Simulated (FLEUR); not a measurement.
# Ti (Fm-3m) in FLEUR: further runs, part 2 of 2

FLEUR MaX-R8.1 (later development tree). The steps go on from the part before.

### 3 Band structure, PW91 (volume scaled by 0.92)

File inp.xml:

```xml
<?xml version="1.0" encoding="UTF-8" standalone="no"?>
<fleurInput fleurInputVersion="0.39">
   <comment>
      Ti                                                                                                  
   </comment>
   <calculationSetup>
      <cutoffs Kmax="3.8" Gmax="11.8" GmaxXC="11.8" numbands="0"/>
      <scfLoop itmax="60" minDistance="0.00001" maxIterBroyd="15" imix="Anderson" alpha="0.05" precondParam="0.0" spinf="2.0" sdNocoIR="T"/>
      <coreElectrons ctail="T" frcor="F" kcrel="0" coretail_lmax="0"/>
      <xcFunctional name="pw91" relativisticCorrections="F"/>
      <magnetism jspins="1"/>
      <soc l_soc="F" theta="0.0" phi="0.0" spav="F"/>
      <expertModes spex="0" secvar="F"/>
      <geometryOptimization l_f="F" forcealpha="1.0" forcemix="BFGS" epsdisp="0.00001" epsforce="0.00001"/>
      <ldaU l_linMix="F" mixParam="0.05" spinf="1.0"/>
   </calculationSetup>
   <cell>
      <bzIntegration valenceElectrons="12.0" mode="hist" fermiSmearingEnergy="0.00367493">
         <kPointListSelection listName="default-1"/>
         <!-- k-points included here -->
         <xi:include xmlns:xi="http://www.w3.org/2001/XInclude" href="kpts.xml"> </xi:include>
      </bzIntegration>
      <!-- symmetry operations included here -->
      <xi:include xmlns:xi="http://www.w3.org/2001/XInclude" href="sym.xml"> </xi:include>
      <bulkLattice scale="1.0">
         <bravaisMatrix>
            <row-1>    0.0000000000000000     3.7309908221557593     3.7309908221557593</row-1>
            <row-2>    3.7309908221557593     0.0000000000000000     3.7309908221557593</row-2>
            <row-3>    3.7309908221557593     3.7309908221557593     0.0000000000000000</row-3>
         </bravaisMatrix>
      </bulkLattice>
   </cell>
   <atomSpecies>
      <species name="Titanium (Ti)" element="Ti" atomicNumber="22">
         <mtSphere radius="2.44" gridPoints="807" logIncrement="0.015"/>
         <atomicCutoffs lmax="10" lnonsphr="8"/>
         <electronConfig flipSpins="F">
            <coreConfig>(1s1/2) (2s1/2) (2p1/2) (2p3/2)</coreConfig>
            <valenceConfig>(3s1/2) (3p1/2) (3p3/2) (4s1/2) (3d3/2) (3d5/2)</valenceConfig>
            <stateOccupation state="(3d3/2)" spinUp="0.400000" spinDown="0.400000"/>
            <stateOccupation state="(3d5/2)" spinUp="0.600000" spinDown="0.600000"/>
         </electronConfig>
         <energyParameters s="4" p="4" d="3" f="4"/>
         <lo type="SCLO" l="0" n="3" eDeriv="0"/>
         <lo type="SCLO" l="1" n="3" eDeriv="0"/>
         <lo type="SCLO" l="1" n="3" eDeriv="1"/>
         <lo type="SCLO" l="2" n="3" eDeriv="2"/>
         <lo type="SCLO" l="3" n="4" eDeriv="2"/>
      </species>
   </atomSpecies>
   <atomGroups>
      <atomGroup species="Titanium (Ti)">
         <relPos label="                   1">.0000000000 .0000000000 .0000000000</relPos>
         <force calculate="T" relaxXYZ="TTT"/>
      </atomGroup>
   </atomGroups>
   <output dos="F" band="F" slice="F">
      <checks vchk="F" cdinf="F"/>
      <bandDOS minEnergy="-.5*Htr" maxEnergy="0.5*Htr" sigma="0.015" storeEVData="T"/>
      <vacuumDOS vacdos="F" integ="F" star="F" nstars="0" locx1="0.0" locy1="0.0" locx2="0.0" locy2="0.0" nstm="0" tworkf="0.0"/>
      <unfoldingBand unfoldBand="F" supercellX="1" supercellY="1" supercellZ="1"/>
      <plotting iplot="0" polar="F">
         <plot TwoD="T" vec1="  1.0  0.0  0.0" vec2="  0.0  1.0  0.0" vec3="  0.0  0.0  1.0" zero="  0.0  0.0  0.0" file="plot"/>
      </plotting>
      <chargeDensitySlicing numkpt="0" minEigenval="0.0" maxEigenval="0.0" nnne="0" pallst="F"/>
      <specialOutput eonly="F"/>
      <moessbauerParams electricFieldGradient="T" isomerShift="T" coreHyperfine="T" valenceHyperfine="T"/>
      <magneticCircularDichroism mcd="F" energyLo="-10.0" energyUp="0.0"/>
   </output>
  <!-- We include the file relax.xml here to enable relaxations (see documentation) -->
  <xi:include xmlns:xi="http://www.w3.org/2001/XInclude" href="relax.xml"> <xi:fallback/> </xi:include>
</fleurInput>
```

File crystal.txt:

```
Ti
&input cartesian=F /
0.0000000000  1.9743553172  1.9743553172
1.9743553172  0.0000000000  1.9743553172
1.9743553172  1.9743553172  0.0000000000
1.8897261246
1.0 1.0 1.0

1
22 0.0000000000  0.0000000000  0.0000000000

&kpt div1=11 div2=11 div3=11 gamma=T /
```

File inp.xml (bands):

```
<?xml version="1.0" encoding="UTF-8" standalone="no"?>
<fleurInput fleurInputVersion="0.39">
   <comment>
      Ti                                                                                                  
   </comment>
   <calculationSetup>
      <cutoffs Kmax="3.8" Gmax="11.8" GmaxXC="11.8" numbands="0"/>
      <scfLoop itmax="60" minDistance="0.00001" maxIterBroyd="15" imix="Anderson" alpha="0.05" precondParam="0.0" spinf="2.0" sdNocoIR="T"/>
      <coreElectrons ctail="T" frcor="F" kcrel="0" coretail_lmax="0"/>
      <xcFunctional name="pw91" relativisticCorrections="F"/>
      <magnetism jspins="1"/>
      <soc l_soc="F" theta="0.0" phi="0.0" spav="F"/>
      <expertModes spex="0" secvar="F"/>
      <geometryOptimization l_f="F" forcealpha="1.0" forcemix="BFGS" epsdisp="0.00001" epsforce="0.00001"/>
      <ldaU l_linMix="F" mixParam="0.05" spinf="1.0"/>
   </calculationSetup>
   <cell>
      <bzIntegration valenceElectrons="12.0" mode="hist" fermiSmearingEnergy="0.00367493">
         <kPointListSelection listName="path-1"/>
         <!-- k-points included here -->
         <xi:include xmlns:xi="http://www.w3.org/2001/XInclude" href="kpts.xml"> </xi:include>
      </bzIntegration>
      <!-- symmetry operations included here -->
      <xi:include xmlns:xi="http://www.w3.org/2001/XInclude" href="sym.xml"> </xi:include>
      <bulkLattice scale="1.0">
         <bravaisMatrix>
            <row-1>    0.0000000000000000     3.7309908221557593     3.7309908221557593</row-1>
            <row-2>    3.7309908221557593     0.0000000000000000     3.7309908221557593</row-2>
            <row-3>    3.7309908221557593     3.7309908221557593     0.0000000000000000</row-3>
         </bravaisMatrix>
      </bulkLattice>
   </cell>
   <atomSpecies>
      <species name="Titanium (Ti)" element="Ti" atomicNumber="22">
         <mtSphere radius="2.44" gridPoints="807" logIncrement="0.015"/>
         <atomicCutoffs lmax="10" lnonsphr="8"/>
         <electronConfig flipSpins="F">
            <coreConfig>(1s1/2) (2s1/2) (2p1/2) (2p3/2)</coreConfig>
            <valenceConfig>(3s1/2) (3p1/2) (3p3/2) (4s1/2) (3d3/2) (3d5/2)</valenceConfig>
            <stateOccupation state="(3d3/2)" spinUp="0.400000" spinDown="0.400000"/>
            <stateOccupation state="(3d5/2)" spinUp="0.600000" spinDown="0.600000"/>
         </electronConfig>
         <energyParameters s="4" p="4" d="3" f="4"/>
         <lo type="SCLO" l="0" n="3" eDeriv="0"/>
         <lo type="SCLO" l="1" n="3" eDeriv="0"/>
         <lo type="SCLO" l="1" n="3" eDeriv="1"/>
         <lo type="SCLO" l="2" n="3" eDeriv="2"/>
         <lo type="SCLO" l="3" n="4" eDeriv="2"/>
      </species>
   </atomSpecies>
   <atomGroups>
      <atomGroup species="Titanium (Ti)">
         <relPos label="                   1">.0000000000 .0000000000 .0000000000</relPos>
         <force calculate="T" relaxXYZ="TTT"/>
      </atomGroup>
   </atomGroups>
   <output dos="F" band="T" slice="F">
      <checks vchk="F" cdinf="F"/>
      <bandDOS minEnergy="-.5*Htr" maxEnergy="0.5*Htr" sigma="0.015" storeEVData="T"/>
      <vacuumDOS vacdos="F" integ="F" star="F" nstars="0" locx1="0.0" locy1="0.0" locx2="0.0" locy2="0.0" nstm="0" tworkf="0.0"/>
      <unfoldingBand unfoldBand="F" supercellX="1" supercellY="1" supercellZ="1"/>
      <plotting iplot="0" polar="F">
         <plot TwoD="T" vec1="  1.0  0.0  0.0" vec2="  0.0  1.0  0.0" vec3="  0.0  0.0  1.0" zero="  0.0  0.0  0.0" file="plot"/>
      </plotting>
      <chargeDensitySlicing numkpt="0" minEigenval="0.0" maxEigenval="0.0" nnne="0" pallst="F"/>
      <specialOutput eonly="F"/>
      <moessbauerParams electricFieldGradient="T" isomerShift="T" coreHyperfine="T" valenceHyperfine="T"/>
      <magneticCircularDichroism mcd="F" energyLo="-10.0" energyUp="0.0"/>
   </output>
  <!-- We include the file relax.xml here to enable relaxations (see documentation) -->
  <xi:include xmlns:xi="http://www.w3.org/2001/XInclude" href="relax.xml"> <xi:fallback/> </xi:include>
</fleurInput>
```

Potentials or basis: all-electron, FLAPW.

Launch:

```
inpgen -f crystal.txt -profile fastHighL
# inp.xml edited to the form shown
fleur_MPI
fleur_MPI   # second run, on inp.xml (bands)
```

Wall time 13 s (1 thread of Arm Neoverse N1, shared host); peak memory 0.08 GiB.

Results (log left out):

```yaml
Free_energy: -23240.5604 eV
Band_gap_along_the_path: none (metal or under the smearing width)
Valence_electrons_inside_the_program's_atomic_spheres: Ti 10.64 (radii Ti 2.44 bohr)
```

Levels at the corners of the path, in eV from the Fermi level:
| point | band 4 | band 5 | band 6 | band 7 | band 8 | band 9 |
| --- | --- | --- | --- | --- | --- | --- |
| Γ | -32.17 | -6.28 | 0.93 | 0.93 | 0.93 | 2.85 |
| X | -32.51 | -3.02 | -2.08 | 3.48 | 4.12 | 4.45 |
| W | -32.53 | -1.81 | -0.42 | -0.42 | 2.41 | 4.46 |
| K | -32.44 | -2.05 | -1.41 | 0.86 | 2.94 | 3.95 |
| Γ | -32.17 | -6.28 | 0.93 | 0.93 | 0.93 | 2.85 |
| L | -32.30 | -2.86 | 0.79 | 0.79 | 1.01 | 4.12 |
| U | -32.44 | -2.05 | -1.41 | 0.86 | 2.94 | 3.95 |
| W | -32.53 | -1.81 | -0.42 | -0.42 | 2.41 | 4.46 |
| L | -32.30 | -2.86 | 0.79 | 0.79 | 1.01 | 4.12 |
| K | -32.44 | -2.05 | -1.41 | 0.86 | 2.94 | 3.95 |
| U | -32.44 | -2.05 | -1.41 | 0.86 | 2.94 | 3.95 |
| X | -32.51 | -3.02 | -2.08 | 3.48 | 4.12 | 4.45 |

Core levels (eV from the Fermi level):
| atom | levels |
| --- | --- |
| 1 Ti | 1s1/2 -4862.9, 2s1/2 -530.6, 2p1/2 -441.9, 2p3/2 -436.1 |

### 4 Equation of state, PW91+U, 15.73 Å³/atom (volume scaled by 0.94)

inp.xml, as its differences from that of step 3:

```diff
@@ -7,3 +7,3 @@
       <cutoffs Kmax="3.8" Gmax="11.8" GmaxXC="11.8" numbands="0"/>
-      <scfLoop itmax="60" minDistance="0.00001" maxIterBroyd="15" imix="Anderson" alpha="0.05" precondParam="0.0" spinf="2.0" sdNocoIR="T"/>
+      <scfLoop itmax="100" minDistance="0.0002" maxIterBroyd="50" imix="Anderson" alpha="0.05" precondParam="0.0" spinf="2.0" sdNocoIR="T"/>
       <coreElectrons ctail="T" frcor="F" kcrel="0" coretail_lmax="0"/>
@@ -17,3 +17,3 @@
    <cell>
-      <bzIntegration valenceElectrons="12.0" mode="hist" fermiSmearingEnergy="0.00367493">
+      <bzIntegration valenceElectrons="12.0" mode="gauss" fermiSmearingEnergy="0.00183747">
          <kPointListSelection listName="default-1"/>
@@ -24,7 +24,7 @@
       <xi:include xmlns:xi="http://www.w3.org/2001/XInclude" href="sym.xml"> </xi:include>
-      <bulkLattice scale="1.0">
+      <bulkLattice scale="0.9795861087">
          <bravaisMatrix>
-            <row-1>    0.0000000000000000     3.7309908221557593     3.7309908221557593</row-1>
-            <row-2>    3.7309908221557593     0.0000000000000000     3.7309908221557593</row-2>
-            <row-3>    3.7309908221557593     3.7309908221557593     0.0000000000000000</row-3>
+            <row-1>    0.0000000000000000     3.8361440329379994     3.8361440329379994</row-1>
+            <row-2>    3.8361440329379994     0.0000000000000000     3.8361440329379994</row-2>
+            <row-3>    3.8361440329379994     3.8361440329379994     0.0000000000000000</row-3>
          </bravaisMatrix>
@@ -34,3 +34,3 @@
       <species name="Titanium (Ti)" element="Ti" atomicNumber="22">
-         <mtSphere radius="2.44" gridPoints="807" logIncrement="0.015"/>
+         <mtSphere radius="2.46" gridPoints="829" logIncrement="0.015"/>
          <atomicCutoffs lmax="10" lnonsphr="8"/>
@@ -43,2 +43,3 @@
          <energyParameters s="4" p="4" d="3" f="4"/>
+         <ldaU l="2" U="4" J="0.9" l_amf="T"/>
          <lo type="SCLO" l="0" n="3" eDeriv="0"/>
@@ -46,3 +47,2 @@
          <lo type="SCLO" l="1" n="3" eDeriv="1"/>
-         <lo type="SCLO" l="2" n="3" eDeriv="2"/>
          <lo type="SCLO" l="3" n="4" eDeriv="2"/>
```

Launch:

```
inpgen -f crystal.txt -profile fastHighL
# inp.xml edited to the form shown
fleur_MPI
```

Run time: 10 s. Hardware: 1 thread of Arm Neoverse N1, shared host; peak memory 0.09 GiB.

The run converged. Its results:

| Property | Result |
| --- | --- |
| Free energy | -23237.3302 eV |
| Valence electrons inside the program's atomic spheres | Ti 10.66 (radii Ti 2.46 bohr) |

Caveat: the U is typed as a test and isn't derived for this compound.

### 5 Equation of state, PW91+U, 16.06 Å³/atom (volume scaled by 0.96)

inp.xml, as its differences from that of step 4:

```diff
@@ -24,3 +24,3 @@
       <xi:include xmlns:xi="http://www.w3.org/2001/XInclude" href="sym.xml"> </xi:include>
-      <bulkLattice scale="0.9795861087">
+      <bulkLattice scale="0.9864848297">
          <bravaisMatrix>
```

Launch:

```
inpgen -f crystal.txt -profile fastHighL
# inp.xml edited to the form shown
fleur_MPI
```

Wall time 11 s (1 thread of Arm Neoverse N1, shared host); peak memory 0.09 GiB.

It converged, with:

* Free energy: -23237.3863 eV
* Valence electrons inside the program's atomic spheres: Ti 10.63 (radii Ti 2.46 bohr)

Caveat: the U is typed as a test and isn't derived for this compound.

### 6 Equation of state, PW91+U, 16.73 Å³/atom

inp.xml, as its differences from that of step 5:

```diff
@@ -24,3 +24,3 @@
       <xi:include xmlns:xi="http://www.w3.org/2001/XInclude" href="sym.xml"> </xi:include>
-      <bulkLattice scale="0.9864848297">
+      <bulkLattice scale="1.0000000000">
          <bravaisMatrix>
```

Potentials or basis: all-electron, FLAPW.

Launch:

```
inpgen -f crystal.txt -profile fastHighL
# inp.xml edited to the form shown
fleur_MPI
```

It took 13 s on 1 thread of Arm Neoverse N1, shared host; peak memory 0.09 GiB.

Results (log left out):

```
Free energy                                           : -23237.4735 eV
Valence electrons inside the program's atomic spheres : Ti 10.56 (radii Ti 2.46 bohr)
```

Caveat: the U is typed as a test and isn't derived for this compound.

### 7 Equation of state, PW91+U, 17.40 Å³/atom (volume scaled by 1.04)

inp.xml, as its differences from that of step 6:

```diff
@@ -24,3 +24,3 @@
       <xi:include xmlns:xi="http://www.w3.org/2001/XInclude" href="sym.xml"> </xi:include>
-      <bulkLattice scale="1.0000000000">
+      <bulkLattice scale="1.0131594038">
          <bravaisMatrix>
```

Launch:

```
inpgen -f crystal.txt -profile fastHighL
# inp.xml edited to the form shown
fleur_MPI
```

It took 13 s on 1 thread of Arm Neoverse N1, shared host; peak memory 0.09 GiB.

It converged, with:

```
Free energy                                           : -23237.5324 eV
Valence electrons inside the program's atomic spheres : Ti 10.51 (radii Ti 2.46 bohr)
```

Caveat: the U is typed as a test and isn't derived for this compound.

### 8 Equation of state, PW91+U, 17.73 Å³/atom (volume scaled by 1.06)

inp.xml, as its differences from that of step 7:

```diff
@@ -24,3 +24,3 @@
       <xi:include xmlns:xi="http://www.w3.org/2001/XInclude" href="sym.xml"> </xi:include>
-      <bulkLattice scale="1.0131594038">
+      <bulkLattice scale="1.0196128224">
          <bravaisMatrix>
```

Launch:

```
inpgen -f crystal.txt -profile fastHighL
# inp.xml edited to the form shown
fleur_MPI
```

Wall time 14 s (1 thread of Arm Neoverse N1, shared host); peak memory 0.09 GiB.

The run converged. Its results:

```yaml
Free_energy: -23237.5535 eV
Valence_electrons_inside_the_program's_atomic_spheres: Ti 10.48 (radii Ti 2.46 bohr)
```

Caveat: the U is typed as a test and isn't derived for this compound.

### 9 Equation of state, PW91+U

Potentials or basis: all-electron, FLAPW.

No new run: the results of the series are fitted here.

What came out:

| Item | Value |
| --- | --- |
| Equilibrium volume | 19.41 Å³/atom (rough: see the caveat) |
| Bulk modulus | 75 GPa (rough) |

Energy against volume, from the lowest point:
| volume (Å³/atom) | energy (meV/atom) |
| --- | --- |
| 15.727 | 223.33 |
| 16.062 | 167.28 |
| 16.731 | 80.05 |
| 17.400 | 21.19 |
| 17.735 | 0.00 |

Caveat: the minimum lies outside the volumes run; the U is typed as a test and isn't derived for this compound.
